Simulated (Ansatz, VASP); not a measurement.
**Cu: VASP beside Ansatz**

INCAR

```
PREC = Accurate
ENCUT = 520
EDIFF = 1E-6
ISMEAR = 0
SIGMA = 0.1
LREAL = False
LASPH = True
NELM = 60
ALGO = Normal
ISIF = 2
LWAVE = False
LCHARG = False
GGA = PE
NBANDS = 12
```

The input KPOINTS:

```
regular mesh
0
Gamma
  20 20 20
```

POSCAR

```
Cu
1.0
    0.0000000000      1.8075000000      1.8075000000
    1.8075000000      0.0000000000      1.8075000000
    1.8075000000      1.8075000000      0.0000000000
Cu
1
Direct
    0.0000000000      0.0000000000      0.0000000000
```

Input for Ansatz:

```yaml
crystal:
  lattice:
    - [0.0, 1.8075, 1.8075]
    - [1.8075, 0.0, 1.8075]
    - [1.8075, 1.8075, 0.0]
  atoms:
    - { symbol: Cu, position: [0.0, 0.0, 0.0] }
basis:
  ecutwfc: 420
kpoints:
  mp_grid: { grid: [20, 20, 20] }
hamiltonian:
  xc: pbe
scf:
  occupations: { method: gaussian, width: 0.1 }
output:
  forces: true
  stress: true
  eigenvalues: true
  populations: true
```

Alike in both runs: task single point; functional PBE; k mesh 20 × 20 × 20; occupations gaussian, width 0.1 eV; no spin polarisation.

|  | VASP | Ansatz |
| --- | --- | --- |
| version | VASP 6.6.1 | Ansatz 0.2.0 |
| potentials or method | VASP PAW PBE potentials, release 64 (Cu) | scalar-relativistic, plane waves, PAW |
| plane-wave cutoff (eV) | 520 | 420 |
| valence electrons in the cell | 11 | 19 |

Ansatz gave:

```
gap on the k mesh at the Fermi level (eV) : none
pressure (GPa)                            : 1.8
```

**Question.** Which values does VASP return?

**Answer.** gap on the k mesh at the Fermi level (eV): none; pressure (GPa): 2.3.

A gap of «none» marks a metal or a gap that the smearing closes. The two sets of potentials don't hold the same shells in valence.
